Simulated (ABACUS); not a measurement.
## Ge: equation of state with revPBE

The system is Ge.

```
CELL_PARAMETERS angstrom
-2.57449 2.57449 1.39741
2.57449 -2.57449 1.39741
2.57449 2.57449 -1.39741
ATOMIC_POSITIONS crystal
Ge 0.50000 0.50000 0.00000
Ge 0.25000 0.75000 0.50000
```

This isn't the form of Ge at room conditions, which is diamond.

```yaml
Program: ABACUS 3.10.1
Task: equation of state
Functional: revPBE
Potentials_or_basis: PseudoDojo NC SR 0.4.1 PBE standard
Cutoff: 1075 eV
Density_cutoff: 4299 eV
Basis: plane waves
k_mesh: 9 × 9 × 9
Occupations: fermi-dirac, width 0.05 eV
Spin: no spin polarisation
```

```json
{"Equilibrium volume": "19.77 Å³/atom (rough: see the caveat)", "Bulk modulus at fixed shape and positions": "64 GPa (rough)"}
```

Energy against volume, from the lowest point:
```csv
volume (Å³/atom),energy (meV/atom)
17.413,71.29
18.154,30.92
18.895,8.30
19.636,0.00
```

All runs of the series together: 76 s on 4 threads of Intel(R) Xeon(R) 6975P-C (Granite Rapids) (shared host).

Caveat: the minimum lies outside the volumes run; the cell was scaled at fixed shape and fractional positions, which overstates the stiffness of a crystal with free parameters, most of all of layers and chains; the potentials were made for another functional, which shifts forces and pressure.
